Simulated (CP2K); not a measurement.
Runs of CP2K 2026.2 on Sb. It takes space group R-3m (No. 166, trigonal). The conventional cell has a = 4.308 Å, b = 4.308 Å, c = 11.274 Å, α = 90.00°, β = 90.00°, γ = 120.00°. Sb (site symmetry 3m) is surrounded by 3 Sb at 2.91 Å. 

| level | potentials or basis | smearing | EPS_DEFAULT | NGRIDS | basis sets | potentials | points a segment of the path (NPOINTS) | gap on the mesh (eV) | pressure (GPa) | largest force (eV/Å) |
| --- | --- | --- | --- | --- | --- | --- | --- | --- | --- | --- |
| PBE | POTENTIAL_UZH Sb GTH-PBE-q5; TZVP-MOLOPT-PBE-GTH basis | fermi-dirac 0.05 eV | 1.0E-9 | 4 | Sb TZVP-MOLOPT-PBE-GTH-q5 | Sb GTH-PBE-q5 of POTENTIAL_UZH | 10 | none | 3.6 | 0.22 |
| TB-mBJ | POTENTIAL_UZH Sb GTH-PBE-q5; TZVP-MOLOPT-PBE-GTH basis | fermi-dirac 0.05 eV | 1.0E-9 | 5 | Sb TZVP-MOLOPT-PBE-GTH-q5 | Sb GTH-PBE-q5 of POTENTIAL_UZH | 6 | none | - | - |
| PBEsol | POTENTIAL_UZH Sb GTH-PBE-q5; TZVP-MOLOPT-PBE-GTH basis | fermi-dirac 0.05 eV | 1.0E-10 | 5 | Sb TZVP-MOLOPT-PBE-GTH-q5 | Sb GTH-PBE-q5 of POTENTIAL_UZH | 6 | none | 2.5 | 0.32 |
| LDA | GTH_POTENTIALS Sb GTH-PADE-q5; TZVP-MOLOPT-PBE-GTH basis | fermi-dirac 0.1 eV | 1.0E-9 | 4 | Sb TZVP-MOLOPT-PBE-GTH-q5 | Sb GTH-PADE-q5 of GTH_POTENTIALS | 6 | none | -0.9 | 0.01 |
| r2SCAN | POTENTIAL_UZH Sb GTH-SCAN-q5; TZVP-MOLOPT-SCAN-GTH basis | fermi-dirac 0.01 eV | 1.0E-9 | 5 | Sb TZVP-MOLOPT-SCAN-GTH-q5 | Sb GTH-SCAN-q5 of POTENTIAL_UZH | 8 | none | (a) | (b) |

Alike in all rows: task band structure; no spin polarisation; cell as given; k mesh 8 × 8 × 8.

Q: Estimate the missing entries.

A: (a) 0.7; (b) 0.09.

Caveats: spin-orbit coupling is left out, which moves the levels of the heavy elements; the basis of atomic orbitals isn't converged, which shifts pressures, moduli and gaps; the potentials were made for another functional, which shifts forces and pressure (some runs); this is a model potential without an energy functional, so only levels have meaning (some runs).

A k mesh can miss the band edges, and the runs leave out spin-orbit coupling on Sb.

A gap of «none» marks a metal or a gap under the smearing width.
